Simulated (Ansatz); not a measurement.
Cu Kα1 powder pattern (kinematic, no thermal factors).
2θ (°) (relative intensity): 25.66 (63), 26.73 (67), 26.81 (100), 28.64 (34), 33.89 (5), 40.64 (18), 44.41 (51), 44.51 (100), 48.41 (45), 52.09 (9), 52.60 (15), 52.69 (60), 52.73 (15), 53.79 (6), 56.97 (1), 57.10 (1), 61.84 (5), 64.70 (16), 67.86 (16), 70.88 (7), 71.19 (6), 71.31 (6), 71.42 (12), 72.31 (5), 76.33 (11), 79.34 (5), 81.71 (8), 81.92 (16), 81.99 (16), 84.83 (17), 87.35 (2), 87.83 (2), 87.97 (4), 88.07 (7), 88.14 (14)

The pattern is computed from a structure relaxed with DFT PBE, scalar-relativistic, plane waves, PAW (Ansatz 0.2.0). No spin polarisation. Its elements are Ge.

Question: Give the structure.

Answer: Ge.
Space group P6_3/mmc (No. 194). a = 4.068 Å, b = 4.068 Å, c = 19.991 Å, α = 90.00°, β = 90.00°, γ = 120.00°
```tsv
atom	site	symmetry	x	y	z
Ge	4e	3m.	0.0000	0.0000	0.1871
Ge	4f	3m.	0.3333	0.6667	0.5208
Ge	4f	3m.	0.3333	0.6667	0.6453
```

A pattern alone doesn't exclude other cells with like lines; this is the one computed.

The cell was found from a structure generator's guess, not taken from experiment.
